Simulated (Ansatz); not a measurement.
# GaN (P6_3mc), a film clamped to a substrate

Method: DFT r2SCAN, scalar-relativistic, plane waves, PAW in Ansatz 0.2.0. Settings: plane waves to 500 eV, k-mesh 12×12×6 (Γ-centred), Gaussian smearing 0.05 eV. No spin polarisation. Energies are free energies at this smearing, counted from the undisturbed cell; pressure is positive in compression.

Reference structure (relaxed at this level):

```yaml
crystal:
  lattice:
    - [3.18310, 0.00000, 0.00000]
    - [-1.59155, 2.75664, 0.00000]
    - [0.00000, 0.00000, 5.18360]
  atoms:
    - { symbol: Ga, position: [0.33333, 0.66667, 0.99911] }
    - { symbol: Ga, position: [0.66667, 0.33333, 0.49911] }
    - { symbol: N, position: [0.33333, 0.66667, 0.37589] }
    - { symbol: N, position: [0.66667, 0.33333, 0.87589] }
```

The cell (4 atoms, V0 = 45.48 Å³) is strained by p along both x and y and by q along z, fractional coordinates fixed. τp = (1/V0) ∂E/∂p = (σxx + σyy)(1 + p)(1 + q) and τq = (1/V0) ∂E/∂q = σzz(1 + p)², with tension positive.

| p | q | ΔE (meV/atom) | τp (GPa) | τq (GPa) |
| --- | --- | --- | --- | --- |
| 0.000 | 0.000 | 0.00 | -0.01 | 0.00 |
| -0.015 | 0.000 | 8.84 | -16.99 | -2.02 |
| 0.015 | 0.000 | 8.04 | 14.76 | 1.86 |
| 0.000 | -0.015 | 3.83 | -2.01 | -7.36 |
| 0.000 | 0.015 | 3.50 | 1.86 | 6.44 |

Get the second derivatives of the energy density.

Central differences give A = ∂τp/∂p = 1058 GPa (C11 + C22 + 2 C12), C = ∂τq/∂q = 460 GPa (C33) and the cross term B = ∂τq/∂p = 129 GPa (C13 + C23); ∂τp/∂q = 129 GPa must equal B, and any difference shows higher-order terms. The ions are clamped.

A film of this crystal grows with z along the normal on a substrate that imposes p. How does its thickness respond, and what does the misfit cost?

Count p and q from the stress-free cell. A free surface needs τq = 0, so q = −(B/C) p = -0.28 p. The energy density left is (A − B²/C) p²/2 = M p², with the biaxial modulus M = 511 GPa; a misfit of 1 % costs 3.63 meV/atom, against 3.75 meV/atom if the thickness were held.

At p = -0.030 the energies along q are 62.6 (q = -0.030), 45.5 (q = -0.015), 37.0 (q = 0.000), 36.2 (q = 0.015), 42.0 (q = 0.030) meV/atom.

Does the linear rule hold at this misfit?

A parabola through the lowest point and its neighbours has its minimum at q = 0.009, 35.7 meV/atom. With the stress left in the starting cell, τp0 and τq0, linear elasticity gives q = −(τq0 + Bp)/C = 0.008 and E = V0(τp0 p + τq0 q + Ap²/2 + Bpq + Cq²/2)/N = 32.6 meV/atom. The two agree within a tenth in energy.

Forces appear on the atoms along this scan, and letting them relax would lower the energy and soften the response.

Biaxial compression makes the film thicken, but only weakly: the slope of -0.28 is clearly smaller in magnitude than GaN is known to show, and letting the thickness adjust recovers little of the misfit energy. The likely cause is the fixed fractional coordinates. A tetrahedral network accommodates strain largely by bending bond angles, which costs less than changing bond lengths. In wurtzite this requires the Ga and N sublattices to shift against each other along z. Blocking that shift makes the axial stiffness too high and the coupling between plane and axis too low, so both errors reduce the thickness response.

Compression costs more than equal tension along both strain directions, as expected when short-range repulsion rises faster than bonding weakens on stretching. The same anharmonicity explains why the linear estimate at the larger misfit, 32.6 meV/atom, falls below the scanned minimum of 35.7 meV/atom, although the predicted thickness change holds up well. A critical thickness doesn't follow from these strain energies, since it also depends on the cost of misfit dislocations.
